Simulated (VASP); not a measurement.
Runs of VASP 6.6.1 on GaSb. It takes space group F-43m (No. 216, cubic). The conventional cell has a = 6.118 Å, b = 6.118 Å, c = 6.118 Å, α = 90.00°, β = 90.00°, γ = 90.00°. Around Sb (site symmetry -43m) lie 4 Ga at 2.65 Å. Around Ga (site symmetry -43m) lie 4 Sb at 2.65 Å. 

| task | level | cell | cutoff (eV) | smearing | gap on the mesh (eV) | pressure (GPa) | relaxed volume (Å³/atom) |
| --- | --- | --- | --- | --- | --- | --- | --- |
| relaxation of cell and atoms | vdW-DF2 | relaxed | 600 | fermi-dirac 0.05 eV | none | 0.0 | 32.99 |
| relaxation of cell and atoms | optB88-vdW | relaxed | 600 | fermi-dirac 0.05 eV | none | 0.0 | 29.84 |
| relaxation of cell and atoms | vdW-DF | relaxed | 600 | fermi-dirac 0.05 eV | none | 0.0 | (b) |
| relaxation of cell and atoms | optPBE-vdW | relaxed | 600 | fermi-dirac 0.05 eV | none | 0.0 | (a) |
| relaxation of cell and atoms | rev-vdW-DF2 | relaxed | 600 | fermi-dirac 0.05 eV | none | 0.0 | 29.43 |
| relaxation of cell and atoms | BEEF-vdW | relaxed | 600 | fermi-dirac 0.05 eV | none | 0.0 | (c) |
| relaxation of cell and atoms | optB86b-vdW | relaxed | 600 | fermi-dirac 0.05 eV | none | 0.0 | 29.27 |
| single point | PBE | as given | 520 | gaussian 0.013 eV | 0.04 | 2.4 | - |
| relaxation of cell and atoms | vdW-DF-cx | relaxed | 600 | fermi-dirac 0.05 eV | none | 0.0 | 28.81 |

Alike in all rows: potentials or basis VASP PAW PBE potentials, release 64 (Sb, Ga_d); no spin polarisation; k mesh 8 × 8 × 8.

Q: Estimate the missing entries.

A: (a) 30.40; (b) 31.62; (c) 30.65.

Caveats: the PAW data sets were made with another functional, which shifts forces and pressure a little (some runs); this crystal is a semiconductor, whose small gap the functional closes, so the metal is an error of the method (some runs); the volume moved by over 15 % at a fixed basis, so the end points are rough (some runs); the volume moved by +15 % from the deposited cell, more than functionals usually miss (some runs); the volume moved by +10 % from the deposited cell, more than functionals usually miss (some runs); spin-orbit coupling is left out, which moves the levels of the heavy elements (some runs).

A k mesh can miss the band edges, and the runs leave out spin-orbit coupling on Ga, Sb.

A gap of «none» marks a metal or a gap under the smearing width.
